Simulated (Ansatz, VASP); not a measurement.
## Two plane-wave programs on ZrS2

File INCAR:

```
SYSTEM = ZrS2
ALGO     = Normal         ! electronic algorithm
EDIFF    = 1E-7           ! SCF threshold, eV
ENCUT    = 520            ! plane-wave cutoff, eV
GGA      = PE             ! functional
ISIF     = 2              ! what is computed and relaxed
ISMEAR   = -1             ! smearing method
LASPH    = .TRUE.         ! aspherical terms in the spheres
LCHARG   = .FALSE.        ! write CHGCAR
LREAL    = .FALSE.        ! projectors in reciprocal space
LWAVE    = .FALSE.        ! write WAVECAR
NBANDS   = 19             ! bands
NELM     = 60             ! most SCF steps
PREC     = Accurate       ! precision mode
SIGMA    = 0.05           ! smearing width, eV
```

File KPOINTS:

```
k-points
0
G
  8 8 5
  0 0 0
```

File POSCAR:

```
ZrS2
1.0
    3.7399589434      0.0000000000      0.0000000000
   -1.8699794717      3.2388994541      0.0000000000
    0.0000000000      0.0000000000      6.1205739819
Zr S
1 2
Direct
    0.0000000000      0.0000000000      0.0000000000
    0.3333333333      0.6666666667      0.2379099700
    0.6666666667      0.3333333333      0.7620900300
```

The input input.yaml:

```yaml
crystal:
  lattice:
    - [3.7399589434, 0.0, 0.0]
    - [-1.8699794717, 3.2388994541, 0.0]
    - [0.0, 0.0, 6.1205739819]
  atoms:
    - { symbol: Zr, position: [0.0, 0.0, 0.0] }
    - { symbol: S, position: [0.3333333333, 0.6666666667, 0.23790997] }
    - { symbol: S, position: [0.6666666667, 0.3333333333, 0.76209003] }
hamiltonian:
  xc: pbe
  pseudopotentials: { kind: paw }
kpoints:
  mp_grid: { grid: [8, 8, 5] }
scf:
  occupations: { method: fermi_dirac, width: 0.05 }
output:
  forces: true
  stress: true
  eigenvalues: true
```

Change from the starting cell: volume scaled by 1.04.

Alike in both runs: task single point; functional PBE; k mesh 8 × 8 × 5; occupations fermi-dirac, width 0.05 eV; no spin polarisation.

|  | VASP | Ansatz |
| --- | --- | --- |
| version | VASP 6.6.1 | Ansatz 0.2.0 |
| potentials or method | VASP PAW PBE potentials, release 64 (Zr_sv, S) | Ansatz PAW |
| plane-wave cutoff (eV) | 520 | 420 |
| valence electrons in the cell | 24 | 24 |

VASP gave:

```
gap on the k mesh at the Fermi level (eV)       : 1.07
least direct gap on the mesh (eV)               : 1.62
pressure (GPa)                                  : -2.8
largest component of the traceless stress (GPa) : 1.12
rms of the force components (eV/Å)              : 0.177
```

Question: Which values does Ansatz return?

Answer: gap on the k mesh at the Fermi level (eV): 1.07; least direct gap on the mesh (eV): 1.61; pressure (GPa): -2.8; largest component of the traceless stress (GPa): 1.09; rms of the force components (eV/Å): 0.179.

Atom by atom the forces differ by 0.003 eV/Å (rms over components). The functional is the same, so the differences come from potentials, cutoffs and numerics.

Caveats: this functional lacks dispersion, which binds the layers, so the pressure and a relaxed spacing across them are unreliable; an odd mesh through Γ misses points on the zone boundary, where band edges often lie (VASP); odd divisions of the mesh miss points on the zone boundary, where band edges often lie, so the gap on the mesh can be too wide (Ansatz).
